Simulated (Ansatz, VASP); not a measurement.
Two plane-wave programs on Ge

```
Ge
1.0
     3.04389    0.00000    0.00000
    -1.52194    2.63608    0.00000
     0.00000    0.00000    4.71522
Ge
2
Direct
  0.33333 0.66667 0.25000
  0.66667 0.33333 0.75000
```

Alike in both runs: task single point; functional revPBE; k mesh 13 × 13 × 8; occupations fermi-dirac, width 0.1 eV; no spin polarisation.

|  | VASP | Ansatz |
| --- | --- | --- |
| version | VASP 6.6.1 | Ansatz 0.2.0 |
| potentials or method | VASP PAW PBE potentials, release 64 (Ge_d) | plane waves (420 eV) with PAW, scalar-relativistic |
| plane-wave cutoff (eV) | 520 | 420 |
| valence electrons in the cell | 28 | 28 |

|  | VASP | Ansatz | Ansatz less VASP |
| --- | --- | --- | --- |
| pressure (GPa) | 2.8 | 2.8 | -0.01 |
| largest component of the traceless stress (GPa) | 0.73 | 0.73 | -0.002 |

Caveats: the PAW data sets were made with another functional, which shifts forces and pressure a little (VASP).
